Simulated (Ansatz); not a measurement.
**TiO2: the band gap up the ladder of functionals**

One table from this session's results is given with a row withheld; the runs are named, their logs left out.

The runs shown are made with Ansatz 0.2.0. PAW datasets, plane waves. Computed at 0 K without zero-point motion; spin polarisation is off.

## The system as given

The cell was relaxed beforehand with r2SCAN.

It is monoclinic, P2_1/c (No. 14); a = 4.804 Å, b = 4.867 Å, c = 5.040 Å, β = 99.9° in the conventional setting, 9.67 Å³ an atom. Ti has 7 O at 1.86–2.22 Å; O has 4 Ti at 1.99–2.22 Å; O has 3 Ti at 1.86–2.03 Å.

Coordinates:

```
Ti O
1.0
     4.80353    0.00000   -0.00134
     0.00000    4.86654    0.00000
    -0.86260    0.00000    4.96601
Ti O
4 8
Direct
  0.27701 0.44548 0.71453
  0.72299 0.94548 0.78547
  0.72299 0.55452 0.28547
  0.27701 0.05452 0.21453
  0.44630 0.74200 0.96343
  0.55370 0.24200 0.53657
  0.55370 0.25800 0.03657
  0.44630 0.75800 0.46343
  0.06358 0.32245 0.35214
  0.93642 0.82245 0.14786
  0.93642 0.67755 0.64786
  0.06358 0.17755 0.85214
```

The first run:

input.yaml reads:

```yaml
crystal:
  lattice:
    - [4.8035295743, 0.0, -0.0013446606]
    - [0.0, 4.8665428416, 0.0]
    - [-0.8625973882, 0.0, 4.9660071982]
  atoms:
    - { symbol: Ti, position: [0.2770124189, 0.4454849017, 0.714532928] }
    - { symbol: Ti, position: [0.7229875811, 0.9454849017, 0.785467072] }
    - { symbol: Ti, position: [0.7229875811, 0.5545150983, 0.285467072] }
    - { symbol: Ti, position: [0.2770124189, 0.0545150983, 0.214532928] }
    - { symbol: O, position: [0.4463015374, 0.7420013722, 0.9634306968] }
    - { symbol: O, position: [0.5536984626, 0.2420013722, 0.5365693032] }
    - { symbol: O, position: [0.5536984626, 0.2579986278, 0.0365693032] }
    - { symbol: O, position: [0.4463015374, 0.7579986278, 0.4634306968] }
    - { symbol: O, position: [0.0635770097, 0.3224481924, 0.3521400062] }
    - { symbol: O, position: [0.9364229903, 0.8224481924, 0.1478599938] }
    - { symbol: O, position: [0.9364229903, 0.6775518076, 0.6478599938] }
    - { symbol: O, position: [0.0635770097, 0.1775518076, 0.8521400062] }
kpoints:
  mp_grid: { grid: [6, 6, 6] }
  band_path:
    path:
      - [0.0, 0.0, 0.0]
      - [0.0, 0.5, 0.0]
      - [-4.415834655804e-20, 0.5, 0.5]
      - [-4.415834655804e-20, 0.0, 0.5]
      - [0.0, 0.0, 0.0]
      - [-0.5, 0.0, 0.5]
      - [-0.5, 0.5, 0.5]
      - [0.0, 0.5, 0.0]
      - [-0.5, 0.5, -4.473294463379e-17]
      - [-0.5, 0.0, -4.473294463379e-17]
      - [0.0, 0.0, 0.0]
    npoints: 10
hamiltonian:
  xc: pbe
scf:
  occupations: { method: fermi_dirac, width: 0.02 }
  n_extra_bands: 7
output:
  forces: true
  stress: true
  eigenvalues: true
```

Among the steps run: Band structure with PBE; r2SCAN at the same geometry; HSE06; PBE0 at the same geometry.

One table of the session follows, with a row left open; its other results are not shown here.

```
 level  gap (eV)
   PBE      2.33
r2SCAN      2.70
 HSE06         ?
  PBE0      4.59
```

Q: Estimate the row for HSE06 from the others.

As computed: gap (eV): 3.84. In the column «gap (eV)» it lies between r2SCAN (2.70) and PBE0 (4.59).

Meshes: PBE 6×6×6, r2SCAN 6×6×6, HSE06 4×4×4, PBE0 4×4×4

What this shows: The gap runs from 2.33 eV (PBE) to 4.59 eV (PBE0). PBE reaches 61 % of the HSE06 value, and r2SCAN 70 %. PBE0 lies 0.75 eV above HSE06, which differs from it by screening the long-range exchange.

Caveats from the session: Warnings in the runs' records: stress exchange threshold loose, stress scf threshold loose.
